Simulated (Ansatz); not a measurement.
KTaO3 under changes of volume

One of the cells (12.688 Å³/atom); the others are scaled copies at fixed shape and fractional positions:

```xyz
5
Lattice="3.9883 0.0000 0.0000 0.0000 3.9883 0.0000 0.0000 0.0000 3.9883" Properties=species:S:1:pos:R:3 pbc="T T T"
Ta    0.0000    0.0000    0.0000
K     1.9942    1.9942    1.9942
O     0.0000    0.0000    1.9942
O     0.0000    1.9942    0.0000
O     1.9942    0.0000    0.0000
```

```yaml
Program: Ansatz 0.2.0
Functional: PBE
Potentials_or_basis: all-electron LAPW, scalar-relativistic
Cutoff: 467 eV (chosen from the basis error)
Basis_error_allowed: 0.001 eV/atom
k_mesh: 7 × 7 × 7
Occupations: fermi-dirac, width 0.05 eV
Spin: no spin polarisation
```

```csv
volume (Å³/atom),energy over the lowest point (meV/atom),pressure (GPa),gap on the mesh (eV)
11.927,65.00,20.4,2.43
12.180,37.16,14.9,2.38
12.434,17.59,9.9,2.34
12.688,5.45,5.5,2.29
12.942,0.00,1.5,2.24
13.196,0.56,-2.1,2.20
13.449,?,?,?
```

Q: What does the run at 13.449 Å³/atom give?

A: Energy over the lowest point 6.52 meV/atom; pressure -5.3 GPa; gap on the mesh 2.15 eV.

Worked out: A Birch-Murnaghan fit of order 3 (a polynomial in V^(-2/3)) to the other rows has its minimum at 13.04 Å³/atom with B0 = V·E''(V) = 185 GPa and B' = 4.7. It gives 6.43 meV/atom at 13.449 Å³/atom, against the run's 6.52, and -dE/dV = -5.3 GPa, against -5.3. A straight line through the other rows of the gap, of slope -2.29 eV per unit of ln V, extrapolates to 2.16 eV, against the run's 2.15.

Energies are extrapolated to zero smearing.

Caveats: spin-orbit coupling is left out, which moves the levels of the heavy elements; an odd mesh through Γ misses points on the zone boundary, where band edges often lie.
